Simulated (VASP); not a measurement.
# Al2BH (P-3m1) in VASP: notebook

One crystal, Al2BH, is run at these levels: PBE; tasks: single point, relaxation of cell and atoms.

Program: VASP 6.6.1. These are calculated values, not measurements. Logs are shortened: lines on timing, memory, paths and dates and some standing lists are left out, and cuts for length are marked.

### Step 1. The cell of the first run

It takes space group P-3m1 (No. 164, trigonal). The conventional cell has a = 4.075 Å, b = 4.075 Å, c = 2.965 Å, α = 90.00°, β = 90.00°, γ = 120.00°. Al (site symmetry 3m) is surrounded by 3 B at 2.43 Å and 3 H at 2.51 Å and 3 Al at 2.66 Å. B (site symmetry -3m) has 2 H at 1.48 Å as nearest neighbours. H (site symmetry -3m) has 2 B at 1.48 Å as nearest neighbours.

The cell was built by a generator and needn't be a form met in nature.

### Step 2. Single point, PBE (random cell by space group and Wyckoff sites (P-3m1, No. 164))

INCAR

```
ALGO = Fast ; EDIFF = 1E-7
ENCUT = 520 ; GGA = PE
ISIF = 2 ; ISMEAR = 0
LASPH = True ; LCHARG = False
LREAL = False ; LWAVE = False
NBANDS = 13 ; NELM = 60
PREC = Accurate ; SIGMA = 0.1
```

KPOINTS

```
k-points
0
Gamma
  15 15 16
```

POSCAR

```
Al2BH
1.0
    4.0753921039      0.0000000000      0.0000000000
   -2.0376960520      3.5293930924      0.0000000000
    0.0000000000      0.0000000000      2.9653780857
Al B H
2 1 1
Direct
    0.3333333333      0.6666666667      0.7925605170
    0.6666666667      0.3333333333      0.2074394830
    0.0000000000      0.0000000000      0.0000000000
    0.0000000000      0.0000000000      0.5000000000
```

Potentials or basis: VASP PAW PBE potentials, release 64 (Al, B, H).

Launch:

```
$ cat potpaw_PBE.64/Al/POTCAR potpaw_PBE.64/B/POTCAR potpaw_PBE.64/H/POTCAR > POTCAR
$ mpirun -np 1 vasp_std > vasp.out
```

OUTCAR:

```text
EDIFF = 1E-7
   ENCUT = 520
   GGA = PE
   ISIF = 2
   ISMEAR = 0
   LASPH = True
   LREAL = False
   NELM = 60
   PREC = Accurate

 ion  position               nearest neighbor table
   1  0.333  0.667  0.793-   3 2.43   3 2.43   3 2.43   2 2.66   2 2.66   2 2.66   2 2.92   2 2.92
                             2 2.92
   2  0.667  0.333  0.207-   3 2.43   3 2.43   3 2.43   1 2.66   1 2.66   1 2.66   1 2.92   1 2.92
                             1 2.92
   3  0.000  0.000  0.000-   4 1.48   4 1.48   1 2.43   2 2.43   2 2.43   1 2.43   2 2.43   1 2.43

   4  0.000  0.000  0.500-   3 1.48   3 1.48

  LATTYP: Found a hexagonal cell.
 ALAT       =     4.0753921039
 C/A-ratio  =     0.7276301298

  Lattice vectors:

 A1 = (   4.0753921039,   0.0000000000,   0.0000000000)
 A2 = (  -2.0376960520,   3.5293930924,   0.0000000000)
 A3 = (   0.0000000000,   0.0000000000,   2.9653780857)

Analysis of symmetry for initial positions (statically):
=====================================================================
 Subroutine PRICEL returns:
 Original cell was already a primitive cell.

 Routine SETGRP: Setting up the symmetry group for a
 hexagonal supercell.

 Subroutine GETGRP returns: Found 12 space group operations
 (whereof 12 operations were pure point group operations)
 out of a pool of 24 trial point group operations.

The static configuration has the point symmetry D_3d.

Analysis of symmetry for dynamics (positions and initial velocities):
=====================================================================
 Subroutine PRICEL returns:
 Original cell was already a primitive cell.

 Routine SETGRP: Setting up the symmetry group for a
 hexagonal supercell.

 Subroutine GETGRP returns: Found 12 space group operations
 (whereof 12 operations were pure point group operations)
 out of a pool of 24 trial point group operations.

The dynamic configuration has the point symmetry D_3d.

 Subroutine INISYM returns: Found 12 space group operations
 (whereof 12 operations are pure point group operations),
 and found     1 'primitive' translations

----------------------------------------------------------------------------------------

                                     Primitive cell

  volume of cell :      42.6530

  direct lattice vectors                    reciprocal lattice vectors
     4.075392104  0.000000000  0.000000000     0.245375163  0.141667416  0.000000000
    -2.037696052  3.529393092  0.000000000     0.000000000  0.283334832  0.000000000
     0.000000000  0.000000000  2.965378086     0.000000000  0.000000000  0.337225126

  length of vectors
     4.075392104  4.075392104  2.965378086     0.283334832  0.283334832  0.337225126

  position of ions in fractional coordinates (direct lattice)
     0.333333333  0.666666667  0.792560517
     0.666666667  0.333333333  0.207439483
     0.000000000  0.000000000  0.000000000
     0.000000000  0.000000000  0.500000000

  ion indices of the primitive-cell ions
   primitive index   ion index
                 1           1
                 2           2
                 3           3
                 4           4

----------------------------------------------------------------------------------------

 KPOINTS: k-points

Automatic generation of k-mesh.
 Grid dimensions read from file:
 generate k-points for:   15   15   16

 Generating k-lattice:

  Cartesian coordinates                     Fractional coordinates (reciprocal lattice)
     0.016358344  0.009444494  0.000000000     0.066666667 -0.000000000  0.000000000
     0.000000000  0.018888989  0.000000000     0.000000000  0.066666667  0.000000000
     0.000000000  0.000000000  0.021076570     0.000000000  0.000000000  0.062500000

  Length of vectors
     0.018888989  0.018888989  0.021076570

  Shift w.r.t. Gamma in fractional coordinates (k-lattice)
     0.000000000  0.000000000  0.000000000

 Subroutine IBZKPT returns following result:
 ===========================================

 Found    376 irreducible k-points:

 Following reciprocal coordinates:
            Coordinates               Weight
  0.000000  0.000000  0.000000      1.000000
  0.066667 -0.000000  0.000000      6.000000
  0.133333 -0.000000  0.000000      6.000000
  0.200000 -0.000000  0.000000      6.000000
  0.266667 -0.000000  0.000000      6.000000
  0.333333 -0.000000  0.000000      6.000000
[... 16 lines left out ...]
  0.333333  0.200000  0.000000     12.000000
  0.400000  0.200000  0.000000      6.000000
 [... further k-points ...]
   k-points           NKPTS =    376   k-points in BZ     NKDIM =    376   number of bands    NBANDS=     13
   number of dos      NEDOS =    301   number of ions     NIONS =      4
   total plane-waves  NPLWV =  21600
   dimension x,y,z NGX =    30 NGY =   30 NGZ =   24
   dimension x,y,z NGXF=    60 NGYF=   60 NGZF=   48
   ions per type =               2   1   1
   NGX,Y,Z   is equivalent  to a cutoff of  12.24, 12.24, 13.45 a.u.
   NGXF,Y,Z  is equivalent  to a cutoff of  24.48, 24.48, 26.91 a.u.
 SYSTEM =  unknown system
   PREC   = accura    normal or accurate (medium, high low for compatibility)
   ISTART =      0    job   : 0-new  1-cont  2-samecut
   ICHARG =      2    charge: 1-file 2-atom 10-const
   ISPIN  =      1    spin polarized calculation?
   LNONCOLLINEAR =      F non collinear calculations
   LSORBIT =      F    spin-orbit coupling
   LASPH  =      T    aspherical Exc in radial PAW
   ENCUT  =  520.0 eV  38.22 Ry    6.18 a.u.   7.58  7.58  5.51*2*pi/ulx,y,z
   NELM   =     60;   NELMIN=  2; NELMDL= -5     # of ELM steps
   EDIFF  = 0.1E-06   stopping-criterion for ELM
   LREAL  =      F    real-space projection
   EDIFFG = 0.1E-05   stopping-criterion for IOM
   NSW    =      0    number of steps for IOM
   IBRION =     -1    ionic relax: 0-MD 1-quasi-New 2-CG
[... 8 lines left out ...]
   EMIN   =  10.00;   EMAX   =-10.00  energy-range for DOS
   EFERMI =   0.00;   METHOD = LEGACY
   ISMEAR =     0;   SIGMA  =   0.10  broadening in eV -4-tet -1-fermi 0-gaus
   EFERMI_NEDOS =   21; number of points for ismear=-14 and -15
   IALGO  =     68    algorithm
   IMIX   =      4    mixing-type and parameters
     AMIX     =   0.40;   BMIX     =  1.00
     AMIX_MAG =   1.60;   BMIX_MAG =  1.00
  volume/ion in A,a.u.               =      10.66        71.96
  Fermi-wavevector in a.u.,A,eV,Ry     =   1.009466  1.907614 13.864629  1.019021
  Thomas-Fermi vector in A             =   2.142396
   LORBIT       =      0    0 simple, 1 ext, 2 COOP (PROOUT), +10 PAW based schemes
   GGA     = PE    functional components
   LHFCALC =     F    Hartree Fock is set to
   AEXX    =    0.0000 exact exchange contribution
   IVDW    =     0    specifies the selected vdW correction
   LEPSILON=     F    determine dielectric tensor
   LRPA    =     F    only Hartree local field effects (RPA)
 non-spin polarized calculation
 RMM-DIIS sequential band-by-band and
 Gauss-broadening in eV      SIGMA  =   0.10
  energy-cutoff  :      520.00
  volume of cell :       42.65
 maximum number of plane-waves:      1173
   NGX = 15   NGY = 15   NGZ = 11

 number of electron      10.0000000 magnetization

 Free energy of the ion-electron system (eV)
  ---------------------------------------------------
  ext. energy  EPLUGINS =         0.00000000
  ---------------------------------------------------
  free energy    TOTEN  =       -15.63846150 eV

  energy without entropy =      -15.63318265  energy(sigma->0) =      -15.63582207

 E-fermi :   7.4644     XC(G=0): -10.5933

 val. band max:        7.4601396184   @ k =   0.0000   0.0000   0.1875
 cond. band min:       7.4653971625   @ k =   0.2667   0.1333   0.3125
 fundamental gap:      0.0052575440
 Fermi energy:         7.4644441513

 k-point     1 :       0.0000    0.0000    0.0000
  band No.  band energies     occupation
      1      -5.2806      2.00000
      2       4.0361      2.00000
      3       5.0149      2.00000
      4       5.0149      2.00000
      5       6.9353      2.00000
      6       6.9353      2.00000
      7       8.7342      0.00000
      8       9.2863      0.00000
      9      10.5078      0.00000
     10      18.1349      0.00000
     11      18.9487      0.00000
     12      19.8852      0.00000
     13      19.8852      0.00000

 k-point     2 :       0.0667   -0.0000    0.0000
  band No.  band energies     occupation
      1      -5.2347      2.00000
      2       3.4895      2.00000
      3       4.8219      2.00000
      4       5.3271      2.00000
      5       6.8252      2.00000
      6       7.2196      1.99946
      7       8.9406      0.00000
      8       9.6037      0.00000
      9      10.5425      0.00000
     10      18.0352      0.00000
     11      18.7348      0.00000
     12      19.6775      0.00000
     13      19.7348      0.00000

 k-point     3 :       0.1333   -0.0000    0.0000
  band No.  band energies     occupation
      1      -5.0981      2.00000
      2       2.5878      2.00000
      3       4.4322      2.00000
      4       5.2725      2.00000
      5       7.1610      1.99998
      6       7.8823      0.00000
      7       9.0968      0.00000
      8      10.5970      0.00000
      9      10.6457      0.00000
     10      17.7654      0.00000
     11      18.1749      0.00000
     12      19.2459      0.00000
     13      19.3239      0.00000
[... 305 lines left out ...]
 k-point    23 :       0.3333    0.2000    0.0000
  band No.  band energies     occupation
      1      -3.4142      2.00000
      2      -0.8374      2.00000
      3       0.8300      2.00000
      4       6.8531      2.00000
      5       9.4179      0.00000
      6       9.7149      0.00000
      7      11.1837      0.00000
      8      12.6884      0.00000
      9      14.8023      0.00000
     10      15.5548      0.00000
     11      16.1054      0.00000
     12      16.6747      0.00000
     13      17.6408      0.00000

 k-point    24 :       0.4000    0.2000    0.0000
  band No.  band energies     occupation
      1      -3.2614      2.00000
      2      -1.0406      2.00000
      3       0.7428      2.00000
      4       6.8158      2.00000
      5       9.7365      0.00000
      6      10.2196      0.00000
      7      10.6753      0.00000
      8      12.7080      0.00000
      9      14.6603      0.00000
     10      15.4819      0.00000
     11      16.1315      0.00000
     12      16.8532      0.00000
     13      17.5833      0.00000

 [... further k-points ...]
[... 5 lines left out ...]
  --------------------------------------------------------------------------------------
  -------------------------------------------------------------------------------------
  Total       -0.0158868     -0.0158868     -0.0332015      0.0000000      0.0000000      0.0000000
  in kB       -0.5967559     -0.5967559     -1.2471498      0.0000000      0.0000000      0.0000000
  external PRESSURE =      -0.8135539 kB  Pullay stress =       0.0000000 kB

 VOLUME and BASIS-vectors are now :
 -----------------------------------------------------------------------------
  energy-cutoff  :      520.00
  volume of cell :       42.65
      direct lattice vectors                 reciprocal lattice vectors
     4.075392104  0.000000000  0.000000000     0.245375163  0.141667416  0.000000000
    -2.037696052  3.529393092  0.000000000     0.000000000  0.283334832  0.000000000
     0.000000000  0.000000000  2.965378086     0.000000000  0.000000000  0.337225126

 POSITION                                       TOTAL-FORCE (eV/Angst)
 -----------------------------------------------------------------------------------
     -0.00000      2.35293      2.35024         0.000000     -0.000000      0.002853
      2.03770      1.17646      0.61514         0.000000      0.000000     -0.002853
      0.00000      0.00000      0.00000        -0.000000      0.000000      0.000000
      0.00000      0.00000      1.48269        -0.000000      0.000000      0.000000
 -----------------------------------------------------------------------------------
    total drift:                                0.000000     -0.000000     -0.000000

  FREE ENERGIE OF THE ION-ELECTRON SYSTEM (eV)
  ---------------------------------------------------
  free  energy   TOTEN  =       -15.6384614993 eV

  energy  without entropy=      -15.6331826473  energy(sigma->0) =      -15.63582207
```

Run time: 2.5 min. Hardware: 1 thread of Intel Xeon Platinum 8375C at 2.90GHz (Ice Lake), shared host; peak memory 0.31 GiB.

What came out:

```yaml
Free_energy: -15.6385 eV
Pressure: -0.1 GPa
Band_gap_on_the_k_mesh: none (metal or under the smearing width)
```

Forces in eV/Å, atoms in the order of the input:
```
Al   0.000  0.000  0.003
Al   0.000  0.000 -0.003
B    0.000  0.000  0.000
H    0.000  0.000  0.000
```

Levels at points of the mesh, in eV from the Fermi level:
| k point | band 2 | band 3 | band 4 | band 5 | band 6 | band 7 | band 8 | band 9 |
| --- | --- | --- | --- | --- | --- | --- | --- | --- |
| (0.00, 0.00, 0.00) | -3.43 | -2.45 | -2.45 | -0.53 | -0.53 | 1.27 | 1.82 | 3.04 |
| (0.00, 0.00, 0.50) | -8.91 | -1.18 | -0.59 | -0.59 | 1.90 | 2.56 | 2.56 | 4.18 |

(Part 1 of 2 ends here.)
